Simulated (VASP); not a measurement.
# PtS2 (P-3m1) in VASP: settings compared, part 2 of 2

VASP 6.6.1. Earlier steps stand in the parts before.

## 3. Electron localisation function, PBE

Input file INCAR:

```
SYSTEM = PtS2
PREC = Accurate
ENCUT = 520
EDIFF = 1E-6
ISMEAR = 0
SIGMA = 0.02
LREAL = .False.
LASPH = .True.
NELM = 80
ALGO = Normal
ISIF = 2
LWAVE = .False.
LCHARG = .True.
GGA = PE
LELF = .True.
```

Input file KPOINTS:

```
Automatic mesh
0
Gamma
  9 9 5
  0 0 0
```

Input file POSCAR:

```
PtS2
1.0
    3.5432000000      0.0000000000      0.0000000000
   -1.7716000000      3.0685012107      0.0000000000
    0.0000000000      0.0000000000      5.0388000000
Pt S
1 2
Direct
    0.0000000000      0.0000000000      0.0000000000
    0.6666666667      0.3333333333      0.7730000000
    0.3333333333      0.6666666667      0.2270000000
```

Potentials or basis: VASP PAW PBE potentials, release 64 (Pt, S).

On the command line:

```sh
> cat potpaw_PBE.64/Pt/POTCAR potpaw_PBE.64/S/POTCAR > POTCAR
> mpirun -np 1 vasp_std > vasp.out
```

OUTCAR:

```text
SYSTEM = PtS2
   PREC = Accurate
   ENCUT = 520
   EDIFF = 1E-6
   ISMEAR = 0
   LREAL = .False.
   LASPH = .True.
   NELM = 80
   ISIF = 2
   GGA = PE

 ion  position               nearest neighbor table
   1  0.000  0.000  0.000-   2 2.34   3 2.34   2 2.34   3 2.34   2 2.34   3 2.34
   2  0.667  0.333  0.773-   1 2.34   1 2.34   1 2.34
   3  0.333  0.667  0.227-   1 2.34   1 2.34   1 2.34

  LATTYP: Found a hexagonal cell.
 ALAT       =     3.5432000000
 C/A-ratio  =     1.4221043125

  Lattice vectors:

 A1 = (   3.5432000000,   0.0000000000,   0.0000000000)
 A2 = (  -1.7716000000,   3.0685012107,   0.0000000000)
 A3 = (   0.0000000000,   0.0000000000,   5.0388000000)

Analysis of symmetry for initial positions (statically):
=====================================================================
 Subroutine PRICEL returns:
 Original cell was already a primitive cell.

 Routine SETGRP: Setting up the symmetry group for a
 hexagonal supercell.

 Subroutine GETGRP returns: Found 12 space group operations
 (whereof 12 operations were pure point group operations)
 out of a pool of 24 trial point group operations.

[... 183 lines left out ...]
      9       5.5963      2.00000
     10       5.5963      2.00000
     11       6.6166      2.00000
     12       9.1958      0.00000
     13       9.1958      0.00000
     14      11.5320      0.00000
[... 401 lines left out ...]
      2      -6.1973      2.00000
      3      -0.0473      2.00000
      4       0.2342      2.00000
      5       1.0575      2.00000
      6       1.5155      2.00000
      7       2.2416      2.00000
      8       3.6070      2.00000
      9       4.9642      2.00000
     10       5.1697      2.00000
     11       6.4180      2.00000
     12       7.7987      0.00000
     13       8.6605      0.00000
     14      12.4608      0.00000
     15      14.3214      0.00000

 [... further k-points ...]

------------------------ aborting loop because EDIFF is reached ----------------------------------------

  FORCE on cell =-STRESS in cart. coord.  units (eV):
  Direction    XX          YY          ZZ          XY          YZ          ZX
  --------------------------------------------------------------------------------------
  -------------------------------------------------------------------------------------
  Total        3.9550815      3.9550815      3.4478263      0.0000000      0.0000000      0.0000000
  in kB      115.6689864    115.6689864    100.8339721      0.0000000      0.0000000      0.0000000
  external PRESSURE =     110.7239816 kB  Pullay stress =       0.0000000 kB

 VOLUME and BASIS-vectors are now :
 -----------------------------------------------------------------------------
  energy-cutoff  :      520.00
  volume of cell :       54.78
      direct lattice vectors                 reciprocal lattice vectors
     3.543200000  0.000000000  0.000000000     0.282230752  0.162946001  0.000000000
    -1.771600000  3.068501211  0.000000000     0.000000000  0.325892001  0.000000000
     0.000000000  0.000000000  5.038800000     0.000000000  0.000000000  0.198459951

 POSITION                                       TOTAL-FORCE (eV/Angst)
 -----------------------------------------------------------------------------------
      0.00000      0.00000      0.00000        -0.000000      0.000000      0.000000
      1.77160      1.02283      3.89499         0.000000     -0.000000     -1.212720
     -0.00000      2.04567      1.14381         0.000000      0.000000      1.212720
 -----------------------------------------------------------------------------------
    total drift:                                0.000000     -0.000000      0.000000

  FREE ENERGIE OF THE ION-ELECTRON SYSTEM (eV)
  ---------------------------------------------------
  free  energy   TOTEN  =       -15.2714137267 eV

  energy  without entropy=      -15.2714137267  energy(sigma->0) =      -15.27141373
```

It took 22 s on 1 thread of Intel Xeon Platinum 8488C (Sapphire Rapids), shared host; peak memory 0.2 GiB.

Results:

* Free energy: -15.2714 eV
* Pressure: 11.1 GPa
* Largest force: 1.213 eV/Å
* Band gap on the k mesh: 1.03 eV, indirect (least direct gap 1.08 eV)

Forces on the atoms (eV/Å):
```
Pt   0.000  0.000  0.000
S    0.000  0.000 -1.213
S    0.000  0.000  1.213
```

Caveat: spin-orbit coupling is left out, which moves the levels of the heavy elements; an odd mesh through Γ misses points on the zone boundary, where band edges often lie; forces of over 1 eV/Å show positions far from the minimum, so gaps and moduli don't describe the material at rest.

## 4. Single point, r2SCAN

Input file INCAR:

```
SYSTEM = PtS2
  PREC = Accurate
  ENCUT = 500
  EDIFF = 1E-7
  ISMEAR = 0
  SIGMA = 0.05
  LREAL = .FALSE.
  LASPH = .TRUE.
  NELM = 100
  ALGO = Normal
  ISIF = 2
  LWAVE = .FALSE.
  LCHARG = .FALSE.
  METAGGA = R2SCAN
  LMIXTAU = .TRUE.
  ADDGRID = .FALSE.
```

Input file KPOINTS:

```
regular mesh
0
G
  6 6 4
  0 0 0
```

POSCAR is that of step 3.

On the command line:

```sh
> cat potpaw_PBE.64/Pt/POTCAR potpaw_PBE.64/S/POTCAR > POTCAR
> mpirun -np 1 vasp_std > vasp.out
```

Wall time 55 s (1 thread of Intel Xeon Platinum 8559C (Emerald Rapids), shared host); peak memory 0.18 GiB.

The run converged, but some of its settings lie outside the range that counts as converged, so its numbers aren't taken as properties of the crystal.

Results:

| Item | Value |
| --- | --- |
| Free energy | -68.7384 eV |
| Pressure | 9.3 GPa |
| Largest force | 1.212 eV/Å |
| Band gap on the k mesh | 1.14 eV, indirect (least direct gap 1.67 eV) |

Caveat: the PAW data sets were made with another functional, which shifts forces and pressure a little; spin-orbit coupling is left out, which moves the levels of the heavy elements.

## 5. Single point, r2SCAN

INCAR is that of step 4.

Input file KPOINTS:

```
regular mesh
0
G
  11 11 7
  0 0 0
```

POSCAR is that of step 4.

Potentials or basis: VASP PAW PBE potentials, release 64 (Pt, S).

On the command line:

```sh
> cat potpaw_PBE.64/Pt/POTCAR potpaw_PBE.64/S/POTCAR > POTCAR
> mpirun -np 1 vasp_std > vasp.out
```

OUTCAR:

```text
SYSTEM = PtS2
   PREC = Accurate
   ENCUT = 500
   EDIFF = 1E-7
   ISMEAR = 0
   LREAL = .FALSE.
   LASPH = .TRUE.
   NELM = 100
   ISIF = 2
   METAGGA = R2SCAN

 Found     94 irreducible k-points:

 Following reciprocal coordinates:
            Coordinates               Weight
  0.000000  0.000000  0.000000      1.000000
  0.090909  0.000000  0.000000      6.000000
  0.181818  0.000000  0.000000      6.000000
  0.272727  0.000000  0.000000      6.000000
  0.363636 -0.000000  0.000000      6.000000
  0.454545 -0.000000  0.000000      6.000000
[... 189 lines left out ...]
  --------------------------------------------------------------------------------------
  -------------------------------------------------------------------------------------
  Total        3.1335155      3.1335155      3.1985369      0.0000000      0.0000000      0.0000000
  in kB       91.6417436     91.6417436     93.5433375      0.0000000      0.0000000      0.0000000
  external PRESSURE =      92.2756082 kB  Pullay stress =       0.0000000 kB

 VOLUME and BASIS-vectors are now :
 -----------------------------------------------------------------------------
  energy-cutoff  :      500.00
  volume of cell :       54.78
      direct lattice vectors                 reciprocal lattice vectors
     3.543200000  0.000000000  0.000000000     0.282230752  0.162946001  0.000000000
    -1.771600000  3.068501211  0.000000000     0.000000000  0.325892001  0.000000000
     0.000000000  0.000000000  5.038800000     0.000000000  0.000000000  0.198459951

 POSITION                                       TOTAL-FORCE (eV/Angst)
 -----------------------------------------------------------------------------------
      0.00000      0.00000      0.00000        -0.000000      0.000000      0.000000
      1.77160      1.02283      3.89499         0.000000     -0.000000     -1.210184
     -0.00000      2.04567      1.14381         0.000000      0.000000      1.210184
 -----------------------------------------------------------------------------------
    total drift:                                0.000000     -0.000000      0.000000

  FREE ENERGIE OF THE ION-ELECTRON SYSTEM (eV)
  ---------------------------------------------------
  free  energy   TOTEN  =       -68.7405259484 eV

  energy  without entropy=      -68.7405259484  energy(sigma->0) =      -68.74052595
```

OSZICAR:

```text
N       E                     dE             d eps       ncg     rms          rms(c)
DAV:   1     0.612004874969E+02    0.61200E+02   -0.10573E+04  2852   0.130E+03
DAV:   2    -0.704527496156E+02   -0.13165E+03   -0.12870E+03  3618   0.253E+02
DAV:   3    -0.757076921611E+02   -0.52549E+01   -0.52325E+01  3576   0.550E+01
[... 11 lines left out ...]
DAV:  15    -0.687405243369E+02   -0.82950E-04   -0.60630E-05  3198   0.816E-02    0.513E-03
DAV:  16    -0.687405253022E+02   -0.96530E-06   -0.42349E-06  3646   0.232E-02    0.433E-03
DAV:  17    -0.687405248678E+02    0.43440E-06   -0.71736E-08  2670   0.280E-03    0.647E-03
DAV:  18    -0.687405257295E+02   -0.86174E-06   -0.49841E-07  3030   0.756E-03    0.109E-03
DAV:  19    -0.687405259417E+02   -0.21220E-06   -0.38997E-08  1774   0.243E-03    0.115E-03
DAV:  20    -0.687405259484E+02   -0.66505E-08   -0.43044E-09  1529   0.700E-04
   1 F= -.68740526E+02 E0= -.68740526E+02  d E =-.147653E-16
```

Wall time 2.9 min (1 thread of Intel Xeon Platinum 8559C (Emerald Rapids), shared host); peak memory 0.23 GiB.

The run converged, but some of its settings lie outside the range that counts as converged, so its numbers aren't taken as properties of the crystal.

Results:

* Free energy: -68.7405 eV
* Pressure: 9.2 GPa
* Largest force: 1.210 eV/Å
* Band gap on the k mesh: 0.90 eV, indirect (least direct gap 1.17 eV)

Caveat: the PAW data sets were made with another functional, which shifts forces and pressure a little; spin-orbit coupling is left out, which moves the levels of the heavy elements; an odd mesh through Γ misses points on the zone boundary, where band edges often lie.

## 6. The reference run

An earlier run on the cell as given: functional PBEsol; potentials or basis VASP PAW PBE potentials, release 64 (Pt, S); cutoff 520 eV; k mesh 9 × 9 × 5; occupations fermi-dirac, width 0.05 eV; no spin polarisation.

* Pressure: 6.1 GPa
* Largest force: 0.930 eV/Å
* Band gap on the k mesh: 0.96 eV, indirect (least direct gap 1.00 eV)

## 7. Summary

```csv
task,level,smearing,ladder,gap on the mesh (eV),pressure (GPa),largest force (eV/Å)
atomic charges,PBE,gaussian 0.02 eV,-,1.03,11.1,1.21
electron localisation function,PBE,gaussian 0.02 eV,-,1.03,11.1,1.21
single point,PBEsol,fermi-dirac 0.05 eV,free,0.96,6.1,0.93
```

Alike in all rows: potentials or basis VASP PAW PBE potentials, release 64 (Pt, S); no spin polarisation; cell as given; k mesh 9 × 9 × 5; cutoff (eV) 520.

On the cell as given the gap runs from 0.96 eV (PBEsol) to 1.03 eV (PBE). The pressure there spans 6.1 GPa (PBEsol) to 11.1 GPa (PBE); a positive pressure means that this level wants a larger cell, a negative one a smaller.

Caveats: spin-orbit coupling is left out, which moves the levels of the heavy elements; an odd mesh through Γ misses points on the zone boundary, where band edges often lie; forces of over 1 eV/Å show positions far from the minimum, so gaps and moduli don't describe the material at rest (some runs); the PAW data sets were made with another functional, which shifts forces and pressure a little (some runs).

Absolute energies hang on the potentials; compare differences alone.
